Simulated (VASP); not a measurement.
**HfS2: band structure with PBE-EpsX**

**Experimental background.**

“Stress-Tuned Optical Transitions in Layered 1T-MX2 (M=Hf, Zr, Sn; X=S, Se) Crystals”, 2022, pmc:9565717 quotes, for a bulk crystal of HfS2: band gap 1.96 eV (indirect).

HfS2:

```xyz
3
Lattice="3.5994 0.0000 0.0000 -1.7997 3.1171 0.0000 0.0000 0.0000 5.7653" Properties=species:S:1:pos:R:3 pbc="T T T"
Hf    0.0000    0.0000    5.7653
S     1.7997    1.0390    4.3118
S     0.0000    2.0781    1.4535
```

The cell is a database's computed one.

* Program: VASP 6.6.1
* Task: band structure
* Functional: PBE-EpsX
* Potentials or basis: VASP PAW PBE potentials, release 64 (Hf_pv, S)
* Cutoff: 520 eV
* k mesh: 6 × 6 × 3
* Occupations: gaussian, width 0.03 eV
* Spin: no spin polarisation
* Grid for exact exchange (PRECFOCK): Fast
* Exchange at q = 0: truncated
* Share of exact exchange: 0.1076
* Further INCAR settings: ALGO = Normal; EDIFF = 1e-06

```json
{
  "Pressure": "2.0 GPa",
  "Largest force": "0.137 eV/Å",
  "Band gap on the k mesh": "1.55 eV, indirect (least direct gap 2.48 eV)",
  "Band gap along the path": "1.47 eV, indirect (least direct gap 2.48 eV)"
}
```

Forces in eV/Å, atoms in the order of the input:
```
Hf   0.000  0.000  0.000
S    0.000  0.000  0.137
S    0.000  0.000 -0.137
```

Stress tensor (GPa, compression positive):
```
2.10 0.00 0.00
0.00 2.10 0.00
0.00 0.00 1.82
```

Levels at points of the mesh, in eV from the valence-band top:
```
           k point  band 8  band 9  band 10  band 11  band 12  band 13  band 14  band 15
(0.00, 0.00, 0.00)   -3.05   -0.16    -0.16     0.00     2.54     2.54     3.14     5.94
(0.50, 0.00, 0.00)   -2.86   -2.73    -2.34    -1.56     1.63     4.79     4.86     6.92
```

It took 5.1 min on 4 MPI ranks on Intel(R) Xeon(R) 6975P-C (Granite Rapids), with other jobs on the host, peak memory 0.45 GiB a rank.

Measured gap of HfS2: 1.96 eV (indirect; quoted in “Stress-Tuned Optical Transitions in Layered 1T-MX2 (M=Hf, Zr, Sn; X=S, Se) Crystals”, 2022, pmc:9565717). This calculation gives 1.47 eV (-0.49 eV). Spin-orbit coupling on Hf is left out. The value is that of PBE-EpsX, without temperature or zero-point motion. The cell is a database's relaxed one, not the measured one, which moves gaps too.

Caveat: the PAW data sets were made with another functional, which shifts forces and pressure a little; spin-orbit coupling is left out, which moves the levels of the heavy elements.
